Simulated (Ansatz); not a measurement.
NaBr (rock salt)

```
NaBr
1.0
    0.00000     5.94759     5.94759
    2.97379     0.00000     2.97379
    2.97379     2.97379     0.00000
Br Na
2 2
Direct
  0.00000   0.00000   0.00000
  0.50000   0.00000   0.00000
  0.25000   0.50000   0.50000
  0.75000   0.50000   0.50000
```

In each cell atom 4 (Na, nearest neighbour Br at 2.974 Å; its periodic images, 4.2 Å or more away, move with it) moves by s·(1.000, 0.000, 0.000) (along Cartesian x), the rest being held.

Method: r2SCAN (plane waves to 500 eV, PAW, scalar-relativistic; Ansatz, a program for electronic structure). k mesh 4×8×8 (Γ-centred), Fermi-Dirac smearing 0.05 eV. The energy includes the smearing's −TS. Left out: 2 of 11 points, with atoms too close for the PAW data. F∥ is the force on the atom along that direction. NaBr was relaxed with its symmetry unable to fall. The zero of ΔE is the undisplaced structure.

**Question.** What ΔE (meV/cell) and F∥ (eV/Å) does the calculation give at s (Å) = -0.534, -0.356, 0.356, 0.534, 0.712?

**Answer.** 
```
s (Å)   ΔE (meV/cell)  F∥ (eV/Å)
------  -------------  ---------
-0.534            347      1.758
-0.356            126      0.829
0.356             126     -0.829
0.534             347     -1.758
0.712             799     -3.500
```

(For displaced atoms, the force is minus the slope of the energy, and its curvature is a force constant, which sets phonon frequencies.)
